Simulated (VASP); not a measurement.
# GaSb (F-43m) in VASP: single point with r2SCAN-based global hybrid with 15 % exact exchange

Aim: the single point of GaSb with r2SCAN-based global hybrid with 15 % exact exchange.

All numbers are computed with VASP 6.6.1; they aren't measurements. Logs are shortened: lines on timing, memory, paths and dates and some standing lists are left out, and cuts for length are marked.

**Experimental background.**

A printed reference work, data compilation reports, for a bulk crystal of GaSb at 4.2 K: band gap 0.811 eV (direct).

The runs below are set against these values where they give the same quantity.

### Step 1. The cell of the first run

Symmetry: F-43m, No. 216, cubic system. Conventional cell: a = 6.118 Å, b = 6.118 Å, c = 6.118 Å, α = 90.00°, β = 90.00°, γ = 90.00°. Ga (site symmetry -43m) has 4 Sb at 2.65 Å within 3.5 Å. Sb (site symmetry -43m) has 4 Ga at 2.65 Å within 3.5 Å.

### Step 2. Single point, r2SCAN-based global hybrid with 15 % exact exchange

The input, POSCAR:

```
GaSb
1.0
    0.0000000000      3.0590005565      3.0590005565
    3.0590005565      0.0000000000      3.0590005565
    3.0590005565      3.0590005565      0.0000000000
Ga Sb
1 1
Direct
    0.0000000000      0.0000000000      0.0000000000
    0.7500000000      0.7500000000      0.7500000000
```

The input, INCAR.step1:

```
PREC = Accurate
ENCUT = 520
EDIFF = 1E-5
ISMEAR = 0
SIGMA = 0.05
LREAL = F
LASPH = T
NELM = 80
ALGO = Normal
ISIF = 2
LWAVE = T
GGA = PE
NBANDS = 16
```

The input, INCAR.step2:

```
PREC = Accurate
ENCUT = 520
EDIFF = 1E-6
ISMEAR = 0
SIGMA = 0.05
LREAL = F
LASPH = T
NELM = 80
ALGO = Normal
ISIF = 2
LWAVE = F
LCHARG = T
METAGGA = R2SCAN
LHFCALC = T
AEXX = 0.15
LMIXTAU = T
PRECFOCK = Normal
LELF = T
LVHAR = T
ISTART = 1
NBANDS = 16
```

The input, KPOINTS:

```
Automatic mesh
0
Gamma
  6 6 6
```

Potentials or basis: VASP PAW PBE potentials, release 64 (Ga_d, Sb).

Run with:

```sh
cat potpaw_PBE.64/Ga_d/POTCAR potpaw_PBE.64/Sb/POTCAR > POTCAR
cp INCAR.step1 INCAR
mpirun -np 1 vasp_std > vasp.out
cp INCAR.step2 INCAR
mpirun -np 1 vasp_std > vasp.out
```

OUTCAR:

```text
PREC = Accurate
   ENCUT = 520
   EDIFF = 1E-6
   ISMEAR = 0
   LREAL = F
   LASPH = T
   NELM = 80
   ISIF = 2
   METAGGA = R2SCAN
   LHFCALC = T
   AEXX = 0.15
   PRECFOCK = Normal
   ISTART = 1

 ion  position               nearest neighbor table
   1  0.000  0.000  0.000-   2 2.65   2 2.65   2 2.65   2 2.65
   2  0.750  0.750  0.750-   1 2.65   1 2.65   1 2.65   1 2.65

  LATTYP: Found a face centered cubic cell.
 ALAT       =     6.1180011130

  Lattice vectors:

 A1 = (   0.0000000000,   3.0590005565,   3.0590005565)
 A2 = (   3.0590005565,   0.0000000000,   3.0590005565)
 A3 = (   3.0590005565,   3.0590005565,   0.0000000000)

Analysis of symmetry for initial positions (statically):
=====================================================================
 Subroutine PRICEL returns:
 Original cell was already a primitive cell.

 Routine SETGRP: Setting up the symmetry group for a
 face centered cubic supercell.

 Subroutine GETGRP returns: Found 24 space group operations
 (whereof 24 operations were pure point group operations)
 out of a pool of 48 trial point group operations.

The static configuration has the point symmetry T_d .

Analysis of symmetry for dynamics (positions and initial velocities):
=====================================================================
 Subroutine PRICEL returns:
 Original cell was already a primitive cell.

 Routine SETGRP: Setting up the symmetry group for a
 face centered cubic supercell.

 Subroutine GETGRP returns: Found 24 space group operations
 (whereof 24 operations were pure point group operations)
 out of a pool of 48 trial point group operations.

The dynamic configuration has the point symmetry T_d .

 Subroutine INISYM returns: Found 24 space group operations
 (whereof 24 operations are pure point group operations),
 and found     1 'primitive' translations

----------------------------------------------------------------------------------------

                                     Primitive cell

  volume of cell :      57.2491

  direct lattice vectors                    reciprocal lattice vectors
     0.000000000  3.059000557  3.059000557    -0.163452079  0.163452079  0.163452079
     3.059000557  0.000000000  3.059000557     0.163452079 -0.163452079  0.163452079
     3.059000557  3.059000557  0.000000000     0.163452079  0.163452079 -0.163452079

  length of vectors
     4.326080074  4.326080074  4.326080074     0.283107305  0.283107305  0.283107305

  position of ions in fractional coordinates (direct lattice)
     0.000000000  0.000000000  0.000000000
     0.750000000  0.750000000  0.750000000

  ion indices of the primitive-cell ions
   primitive index   ion index
                 1           1
                 2           2

----------------------------------------------------------------------------------------

 KPOINTS: Automatic mesh

Automatic generation of k-mesh.
 Grid dimensions read from file:
 generate k-points for:    6    6    6

 Generating k-lattice:

  Cartesian coordinates                     Fractional coordinates (reciprocal lattice)
    -0.027242013  0.027242013  0.027242013     0.166666667  0.000000000  0.000000000
     0.027242013 -0.027242013  0.027242013     0.000000000  0.166666667  0.000000000
     0.027242013  0.027242013 -0.027242013     0.000000000  0.000000000  0.166666667

  Length of vectors
     0.047184551  0.047184551  0.047184551

  Shift w.r.t. Gamma in fractional coordinates (k-lattice)
     0.000000000  0.000000000  0.000000000

 Subroutine IBZKPT returns following result:
 ===========================================

 Found     16 irreducible k-points:

 Following reciprocal coordinates:
            Coordinates               Weight
  0.000000  0.000000  0.000000      1.000000
  0.166667  0.000000  0.000000      8.000000
  0.333333  0.000000  0.000000      8.000000
  0.500000  0.000000  0.000000      4.000000
  0.166667  0.166667  0.000000      6.000000
  0.333333  0.166667  0.000000     24.000000
[... 8 lines left out ...]
 -0.333333  0.333333  0.166667     24.000000
 -0.333333  0.500000  0.166667     12.000000
   k-points           NKPTS =     16   k-points in BZ     NKDIM =    216   number of bands    NBANDS=     16
   number of dos      NEDOS =    301   number of ions     NIONS =      2
   total plane-waves  NPLWV =  32768
   dimension x,y,z NGX =    32 NGY =   32 NGZ =   32
   dimension x,y,z NGXF=    64 NGYF=   64 NGZF=   64
   ions per type =               1   1
   NGX,Y,Z   is equivalent  to a cutoff of  12.30, 12.30, 12.30 a.u.
   NGXF,Y,Z  is equivalent  to a cutoff of  24.59, 24.59, 24.59 a.u.
 SYSTEM =  unknown system
   PREC   = accura    normal or accurate (medium, high low for compatibility)
   ISTART =      1    job   : 0-new  1-cont  2-samecut
   ICHARG =      0    charge: 1-file 2-atom 10-const
   ISPIN  =      1    spin polarized calculation?
   LNONCOLLINEAR =      F non collinear calculations
   LSORBIT =      F    spin-orbit coupling
   LASPH  =      T    aspherical Exc in radial PAW
   ENCUT  =  520.0 eV  38.22 Ry    6.18 a.u.   8.04  8.04  8.04*2*pi/ulx,y,z
   NELM   =     80;   NELMIN=  2; NELMDL=  0     # of ELM steps
   EDIFF  = 0.1E-05   stopping-criterion for ELM
   LREAL  =      F    real-space projection
   EDIFFG = 0.1E-04   stopping-criterion for IOM
   NSW    =      0    number of steps for IOM
   IBRION =     -1    ionic relax: 0-MD 1-quasi-New 2-CG
   NFREE  =      0    steps in history (QN), initial steepest desc. (CG)
   ISIF   =      2    stress and relaxation
   ISYM   =      3    0-nonsym 1-usesym 2-fastsym
   POTIM  = 0.5000    time-step for ionic-motion
   TEBEG  =    0.0;   TEEND  =   0.0 temperature during run
   PSTRESS=    0.0 pullay stress
   NELECT =      18.0000    total number of electrons
   NUPDOWN=      -1.0000    fix difference up-down
   EMIN   =  10.00;   EMAX   =-10.00  energy-range for DOS
   EFERMI =   0.00;   METHOD = LEGACY
   ISMEAR =     0;   SIGMA  =   0.05  broadening in eV -4-tet -1-fermi 0-gaus
   EFERMI_NEDOS =   21; number of points for ismear=-14 and -15
   IALGO  =     38    algorithm
   IMIX   =      1    mixing-type and parameters
     AMIX     =   0.40;   BMIX     =  1.00
     AMIX_MAG =   1.60;   BMIX_MAG =  1.00
  volume/ion in A,a.u.               =      28.62       193.17
  Fermi-wavevector in a.u.,A,eV,Ry     =   1.113207  2.103657 16.860760  1.239231
  Thomas-Fermi vector in A             =   2.249790
   LORBIT       =      0    0 simple, 1 ext, 2 COOP (PROOUT), +10 PAW based schemes
   METAGGA = R2SCAN    functional components
   LHFCALC =     T    Hartree Fock is set to
   PRECFOCK=normal    Normal, Fast or Accurate (Low or Medium for compatibility)
   ENCUT4O =  -1.0   cutoff for four orbital integrals eV
   NKREDX  =     1    reduce k-point grid by
   NKREDY  =     1    reduce k-point grid by
   NKREDZ  =     1    reduce k-point grid by
   AEXX    =    0.1500 exact exchange contribution
   HFSCREEN=    0.0000 screening length (either q_TF or 0.3 A-1)
   HFSCREENC=   0.0000 screening length for correlation (either q_TF or 0.3 A-1)
   ENCUTFOCK=  -1.0 apply spherical cutoff to Coloumb kernel
   IVDW    =     0    specifies the selected vdW correction
   LEPSILON=     F    determine dielectric tensor
   LRPA    =     F    only Hartree local field effects (RPA)
 non-spin polarized calculation
 Gauss-broadening in eV      SIGMA  =   0.05
  energy-cutoff  :      520.00
  volume of cell :       57.25
 maximum number of plane-waves:      1572
  NGX = 28; NGY = 28; NGZ = 28

 number of electron      17.9999986 magnetization

 Free energy of the ion-electron system (eV)
  ---------------------------------------------------
  ext. energy  EPLUGINS =         0.00000000
  ---------------------------------------------------
  free energy    TOTEN  =       -34.61805458 eV

  energy without entropy =      -34.61805458  energy(sigma->0) =      -34.61805458

 E-fermi :   4.5825     XC(G=0):  -8.4494

 val. band max:        4.3196993955   @ k =   0.0000   0.0000   0.0000
 cond. band min:       5.4723527303   @ k =   0.0000   0.0000   0.0000
 fundamental gap:      1.1526533348
 Fermi energy:         4.5825449787

 k-point     1 :       0.0000    0.0000    0.0000
  band No.  band energies     occupation
      1     -12.7626      2.00000
      2     -12.7626      2.00000
      3     -12.7626      2.00000
      4     -12.7065      2.00000
      5     -12.7065      2.00000
      6      -8.2620      2.00000
[... 8 lines left out ...]
     15      14.1599      0.00000
     16      14.1599      0.00000

 k-point     2 :       0.1667    0.0000    0.0000
  band No.  band energies     occupation
      1     -12.7683      2.00000
      2     -12.7596      2.00000
      3     -12.7595      2.00000
      4     -12.7069      2.00000
      5     -12.7069      2.00000
      6      -7.9513      2.00000
[... 8 lines left out ...]
     15      13.1564      0.00000
     16      13.1564      0.00000

 k-point     3 :       0.3333    0.0000    0.0000
  band No.  band energies     occupation
      1     -12.7795      2.00000
      2     -12.7540      2.00000
      3     -12.7540      2.00000
      4     -12.7069      2.00000
      5     -12.7069      2.00000
      6      -7.1183      2.00000
[... 8 lines left out ...]
     15      13.7289      0.00000
     16      13.7289      0.00000

 k-point     4 :       0.5000    0.0000    0.0000
  band No.  band energies     occupation
      1     -12.7850      2.00000
      2     -12.7516      2.00000
      3     -12.7516      2.00000
      4     -12.7066      2.00000
      5     -12.7066      2.00000
      6      -6.4565      2.00000
[... 8 lines left out ...]
     15      15.7291      0.00000
     16      15.7291      0.00000
[... 172 lines left out ...]
 k-point    14 :       0.5000    0.3333    0.1667
  band No.  band energies     occupation
      1     -12.7901      2.00000
      2     -12.7478      2.00000
      3     -12.7450      2.00000
      4     -12.7118      2.00000
      5     -12.7053      2.00000
      6      -6.4005      2.00000
[... 8 lines left out ...]
     15      14.8004      0.00000
     16      16.8751      0.00000

 k-point    15 :      -0.3333    0.3333    0.1667
  band No.  band energies     occupation
      1     -12.7927      2.00000
      2     -12.7469      2.00000
      3     -12.7424      2.00000
      4     -12.7112      2.00000
      5     -12.7064      2.00000
      6      -5.8043      2.00000
[... 8 lines left out ...]
     15      16.3126      0.00000
     16      16.5181      0.00000

 k-point    16 :      -0.3333    0.5000    0.1667
  band No.  band energies     occupation
      1     -12.7972      2.00000
      2     -12.7435      2.00000
      3     -12.7391      2.00000
      4     -12.7144      2.00000
      5     -12.7049      2.00000
      6      -5.4846      2.00000
[... 8 lines left out ...]
     15      15.8479      0.00000
     16      17.2463      0.00000

------------------------ aborting loop because EDIFF is reached ----------------------------------------

  FORCE on cell =-STRESS in cart. coord.  units (eV):
  Direction    XX          YY          ZZ          XY          YZ          ZX
  --------------------------------------------------------------------------------------
  -------------------------------------------------------------------------------------
  Total       -0.1813836     -0.1813836     -0.1813836      0.0000000      0.0000000     -0.0000000
  in kB       -5.0762146     -5.0762146     -5.0762146      0.0000000      0.0000000     -0.0000000
  external PRESSURE =      -5.0762146 kB  Pullay stress =       0.0000000 kB

 VOLUME and BASIS-vectors are now :
 -----------------------------------------------------------------------------
  energy-cutoff  :      520.00
  volume of cell :       57.25
      direct lattice vectors                 reciprocal lattice vectors
     0.000000000  3.059000557  3.059000557    -0.163452079  0.163452079  0.163452079
     3.059000557  0.000000000  3.059000557     0.163452079 -0.163452079  0.163452079
     3.059000557  3.059000557  0.000000000     0.163452079  0.163452079 -0.163452079

 POSITION                                       TOTAL-FORCE (eV/Angst)
 -----------------------------------------------------------------------------------
      0.00000      0.00000      0.00000         0.000000      0.000000      0.000000
      4.58850      4.58850      4.58850        -0.000000     -0.000000     -0.000000
 -----------------------------------------------------------------------------------
    total drift:                               -0.000119     -0.000018     -0.000053

  FREE ENERGIE OF THE ION-ELECTRON SYSTEM (eV)
  ---------------------------------------------------
  free  energy   TOTEN  =       -34.6180545820 eV

  energy  without entropy=      -34.6180545820  energy(sigma->0) =      -34.61805458
```

It took 2.3 h on 1 thread of Oxide Virtual Turin-like, shared host; peak memory 0.2 GiB.

What came out:

- Free energy: -34.6181 eV
- Pressure: -0.5 GPa
- Band gap on the k mesh: 1.15 eV

Caveat: the PAW data sets were made with another functional, which shifts forces and pressure a little; spin-orbit coupling is left out, which moves the levels of the heavy elements.

### Step 3. How close it comes

Step 2. Measured gap of GaSb: 0.811 eV (direct; 4.2 K; a printed reference work, data compilation). This calculation gives 1.15 eV (+0.34 eV). Spin-orbit coupling on Ga, Sb is left out. The value is that of r2SCAN-based global hybrid with 15 % exact exchange on a finite k mesh, which can miss the band edges, without temperature or zero-point motion.
